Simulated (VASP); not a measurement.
# AlCu (Pm-3m) in VASP: single point with LDA

Aim: the single point of AlCu with LDA.

Everything below comes from runs of VASP 6.6.1. Logs are shortened: lines on timing, memory, paths and dates and some standing lists are left out, and cuts for length are marked.

### Step 1. Starting point

It takes space group Pm-3m (No. 221, cubic). The conventional cell has a = 2.998 Å, b = 2.998 Å, c = 2.998 Å, α = 90.00°, β = 90.00°, γ = 90.00°. Al (site symmetry m-3m) is surrounded by 8 Cu at 2.60 Å. Around Cu (site symmetry m-3m) lie 8 Al at 2.60 Å.

The cell comes from a database or a generator and needn't be the stable form of this composition.

### Step 2. Single point, LDA

Contents of INCAR:

```
PREC     = Accurate       # precision mode
ENCUT    = 520            # plane-wave cutoff, eV
EDIFF    = 1E-7           # SCF threshold, eV
ISMEAR   = 0              # smearing method
SIGMA    = 0.15           # smearing width, eV
LREAL    = F              # projectors in reciprocal space
LASPH    = T              # aspherical terms in the spheres
NELM     = 100            # most SCF steps
ALGO     = Fast           # electronic algorithm
ISIF     = 2              # what is computed and relaxed
LWAVE    = F              # write WAVECAR
LCHARG   = F              # write CHGCAR
GGA      = CA             # functional
NBANDS   = 14             # bands
```

Contents of KPOINTS:

```
Automatic mesh
0
Gamma
  16 16 16
```

Contents of POSCAR:

```
AlCu
1.0
    2.9975090000      0.0000000000      0.0000000000
    0.0000000000      2.9975090000      0.0000000000
    0.0000000000      0.0000000000      2.9975090000
Al Cu
1 1
Direct
    0.0000000000      0.0000000000      0.0000000000
    0.5000000000      0.5000000000      0.5000000000
```

Potentials or basis: VASP PAW LDA potentials, release 64 (Al, Cu).

The run is started by

```console
> cat potpaw_LDA.64/Al/POTCAR potpaw_LDA.64/Cu/POTCAR > POTCAR
> mpirun -np 1 vasp_std > vasp.out
```

OUTCAR:

```text
PREC = Accurate
   ENCUT = 520
   EDIFF = 1E-7
   ISMEAR = 0
   LREAL = F
   LASPH = T
   NELM = 100
   ISIF = 2
   GGA = CA

 ion  position               nearest neighbor table
   1  0.000  0.000  0.000-   2 2.60   2 2.60   2 2.60   2 2.60   2 2.60   2 2.60   2 2.60   2 2.60

   2  0.500  0.500  0.500-   1 2.60   1 2.60   1 2.60   1 2.60   1 2.60   1 2.60   1 2.60   1 2.60

  LATTYP: Found a simple cubic cell.
 ALAT       =     2.9975090000

  Lattice vectors:

 A1 = (   2.9975090000,   0.0000000000,   0.0000000000)
 A2 = (   0.0000000000,   2.9975090000,   0.0000000000)
 A3 = (   0.0000000000,   0.0000000000,   2.9975090000)

Analysis of symmetry for initial positions (statically):
=====================================================================
 Subroutine PRICEL returns:
 Original cell was already a primitive cell.

 Routine SETGRP: Setting up the symmetry group for a
 simple cubic supercell.

 Subroutine GETGRP returns: Found 48 space group operations
 (whereof 48 operations were pure point group operations)
 out of a pool of 48 trial point group operations.

The static configuration has the point symmetry O_h .

Analysis of symmetry for dynamics (positions and initial velocities):
=====================================================================
 Subroutine PRICEL returns:
 Original cell was already a primitive cell.

 Routine SETGRP: Setting up the symmetry group for a
 simple cubic supercell.

 Subroutine GETGRP returns: Found 48 space group operations
 (whereof 48 operations were pure point group operations)
 out of a pool of 48 trial point group operations.

The dynamic configuration has the point symmetry O_h .

 Subroutine INISYM returns: Found 48 space group operations
 (whereof 48 operations are pure point group operations),
 and found     1 'primitive' translations

----------------------------------------------------------------------------------------

                                     Primitive cell

  volume of cell :      26.9328

  direct lattice vectors                    reciprocal lattice vectors
     2.997509000  0.000000000  0.000000000     0.333610341  0.000000000  0.000000000
     0.000000000  2.997509000  0.000000000     0.000000000  0.333610341  0.000000000
     0.000000000  0.000000000  2.997509000     0.000000000  0.000000000  0.333610341

  length of vectors
     2.997509000  2.997509000  2.997509000     0.333610341  0.333610341  0.333610341

  position of ions in fractional coordinates (direct lattice)
[... 91 lines left out ...]
   NUPDOWN=      -1.0000    fix difference up-down
   EMIN   =  10.00;   EMAX   =-10.00  energy-range for DOS
   EFERMI =   0.00;   METHOD = LEGACY
   ISMEAR =     0;   SIGMA  =   0.15  broadening in eV -4-tet -1-fermi 0-gaus
   EFERMI_NEDOS =   21; number of points for ismear=-14 and -15
   IALGO  =     68    algorithm
   IMIX   =      4    mixing-type and parameters
     AMIX     =   0.40;   BMIX     =  1.00
     AMIX_MAG =   1.60;   BMIX_MAG =  1.00
  volume/ion in A,a.u.               =      13.47        90.88
  Fermi-wavevector in a.u.,A,eV,Ry     =   1.316306  2.487459 23.574307  1.732663
  Thomas-Fermi vector in A             =   2.446428
   LORBIT       =      0    0 simple, 1 ext, 2 COOP (PROOUT), +10 PAW based schemes
   GGA     = CA    functional components
   LHFCALC =     F    Hartree Fock is set to
   AEXX    =    0.0000 exact exchange contribution
   IVDW    =     0    specifies the selected vdW correction
   LEPSILON=     F    determine dielectric tensor
   LRPA    =     F    only Hartree local field effects (RPA)
 non-spin polarized calculation
 RMM-DIIS sequential band-by-band and
 Gauss-broadening in eV      SIGMA  =   0.15
  energy-cutoff  :      520.00
  volume of cell :       26.93
 maximum number of plane-waves:       743
 NGX is ok and might be reduce to    24
   NGX = 11   NGY = 11   NGZ = 11

 number of electron      14.0000020 magnetization

 Free energy of the ion-electron system (eV)
  ---------------------------------------------------
  ext. energy  EPLUGINS =         0.00000000
  ---------------------------------------------------
  free energy    TOTEN  =        -9.17925556 eV

  energy without entropy =       -9.17240197  energy(sigma->0) =       -9.17582876

 E-fermi :   8.8251     XC(G=0): -11.7458

 val. band max:        8.8184114171   @ k =   0.3125   0.3125   0.0000
 cond. band min:       8.8552234885   @ k =   0.3125   0.3125   0.0625
 fundamental gap:      0.0368120715
 Fermi energy:         8.8251217262

 k-point     1 :       0.0000    0.0000    0.0000
  band No.  band energies     occupation
      1      -2.5972      2.00000
      2       3.9246      2.00000
      3       3.9246      2.00000
      4       4.9146      2.00000
      5       4.9146      2.00000
      6       4.9146      2.00000
      7      12.6435      0.00000
      8      12.6435      0.00000
      9      12.6435      0.00000
     10      15.2463      0.00000
     11      15.2463      0.00000
     12      18.6471      0.00000
     13      27.1279      0.00000
     14      27.1279      0.00000
[... 377 lines left out ...]
      1       1.4906      2.00000
      2       1.6276      2.00000
      3       4.2311      2.00000
      4       4.4993      2.00000
      5       4.5045      2.00000
      6       4.9087      2.00000
      7       5.6664      2.00000
      8      14.1079      0.00000
      9      14.7312      0.00000
     10      17.2454      0.00000
     11      17.4046      0.00000
     12      18.1580      0.00000
     13      21.3294      0.00000
     14      22.1474      0.00000

 [... further k-points ...]

------------------------ aborting loop because EDIFF is reached ----------------------------------------

  FORCE on cell =-STRESS in cart. coord.  units (eV):
  Direction    XX          YY          ZZ          XY          YZ          ZX
  --------------------------------------------------------------------------------------
  -------------------------------------------------------------------------------------
  Total       -1.4409655     -1.4409655     -1.4409655      0.0000000      0.0000000      0.0000000
  in kB      -85.7200989    -85.7200989    -85.7200989      0.0000000      0.0000000      0.0000000
  external PRESSURE =     -85.7200989 kB  Pullay stress =       0.0000000 kB

 VOLUME and BASIS-vectors are now :
 -----------------------------------------------------------------------------
  energy-cutoff  :      520.00
  volume of cell :       26.93
      direct lattice vectors                 reciprocal lattice vectors
     2.997509000  0.000000000  0.000000000     0.333610341  0.000000000  0.000000000
     0.000000000  2.997509000  0.000000000     0.000000000  0.333610341  0.000000000
     0.000000000  0.000000000  2.997509000     0.000000000  0.000000000  0.333610341

 POSITION                                       TOTAL-FORCE (eV/Angst)
 -----------------------------------------------------------------------------------
      0.00000      0.00000      0.00000         0.000000      0.000000      0.000000
      1.49875      1.49875      1.49875         0.000000      0.000000      0.000000
 -----------------------------------------------------------------------------------
    total drift:                                0.000000      0.000000     -0.000000

  FREE ENERGIE OF THE ION-ELECTRON SYSTEM (eV)
  ---------------------------------------------------
  free  energy   TOTEN  =        -9.1792555622 eV

  energy  without entropy=       -9.1724019654  energy(sigma->0) =       -9.17582876
```

It took 43 s on 1 thread of Intel Xeon Platinum 8259CL at 2.50GHz (Skylake/Cascade Lake), shared host; peak memory 0.17 GiB.

Results:

```yaml
Free_energy: -9.1793 eV
Pressure: -8.6 GPa
Band_gap_on_the_k_mesh: none (metal or under the smearing width)
```

Levels at points of the mesh, in eV from the Fermi level:
| k point | band 4 | band 5 | band 6 | band 7 | band 8 | band 9 | band 10 | band 11 |
| --- | --- | --- | --- | --- | --- | --- | --- | --- |
| (0.00, 0.00, 0.00) | -3.91 | -3.91 | -3.91 | 3.82 | 3.82 | 3.82 | 6.42 | 6.42 |
| (0.50, 0.00, 0.00) | -4.34 | -4.34 | -3.86 | -3.16 | 7.31 | 8.06 | 8.06 | 8.44 |
| (0.50, 0.50, 0.00) | -4.23 | -3.64 | -3.64 | -3.52 | -0.85 | -0.16 | 9.98 | 12.88 |
| (0.50, 0.50, 0.50) | -3.51 | -3.51 | 0.81 | 0.81 | 0.81 | 1.71 | 2.22 | 2.22 |
